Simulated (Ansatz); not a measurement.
# Pressure series in Ti3SiC2

Start from Ti3SiC2 (space group P6_3/mmc, No. 194; a = 3.042 Å, c = 17.577 Å).

Cell and atoms are relaxed at each pressure.

Level of theory: PBEsol, PAW, 420 eV (Ansatz, an electronic-structure program; spin-orbit coupling left out).

```csv
pressure (GPa),volume per atom (Å³/atom)
-2,11.863
-1,11.801
0,11.742
0.3,?
0.7,11.700
1.5,11.654
3,11.570
5,11.462
7.5,11.334
```

Q: Fit the third-order Birch–Murnaghan form P(V) = (3B₀/2)[(V₀/V)^(7/3) − (V₀/V)^(5/3)]·[1 + (3/4)(B₀′ − 4)((V₀/V)^(2/3) − 1)] (squares taken in P) to the rows shown and predict the withheld row.

A: Least squares on the printed values gives V₀ = 11.741 Å³/atom, B₀ = 198 GPa, B₀′ = 3.9; this predicts 11.724 Å³/atom, and the run gives 11.724 Å³/atom, in agreement.

Load acts through the strain it causes; cell and atoms are relaxed under it. Whether these cells are dynamically stable was not tested. Competing high-pressure phases were not computed. All final runs are without spin polarisation.
